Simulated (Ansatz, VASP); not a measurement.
# BaS in VASP and in Ansatz

```xyz
2
Lattice="0.0000 3.2143 3.2143 3.2143 0.0000 3.2143 3.2143 3.2143 0.0000" Properties=species:S:1:pos:R:3 pbc="T T T"
Ba    0.0000    0.0000    0.0000
S     3.2143    3.2143    3.2143
```

Alike in both runs: functional PBE; k mesh 8 × 8 × 8; occupations gaussian, width 0.02 eV; no spin polarisation.

Ansatz relaxed the structure, and its values are those at the end. VASP's run is a single point on that final structure, the one shown.

|  | VASP | Ansatz |
| --- | --- | --- |
| version | VASP 6.6.1 | Ansatz 0.2.0 |
| potentials or method | VASP PAW PBE potentials, release 64 (Ba_sv, S) | scalar-relativistic, plane waves, PAW |
| plane-wave cutoff (eV) | 520 | 420 |
| valence electrons in the cell | 16 | 16 |

|  | VASP | Ansatz | Ansatz less VASP |
| --- | --- | --- | --- |
| gap on the k mesh at the Fermi level (eV) | 2.14 | 2.23 | +0.095 |
| least direct gap on the mesh (eV) | 2.29 | 2.35 | +0.064 |
| pressure (GPa) | 0.5 | 0.0 | -0.55 |

Caveats: spin-orbit coupling is left out, which moves the levels of the heavy elements. PBE gaps usually lie below the measured ones, often by a third to a half. A k mesh can miss the band edges.
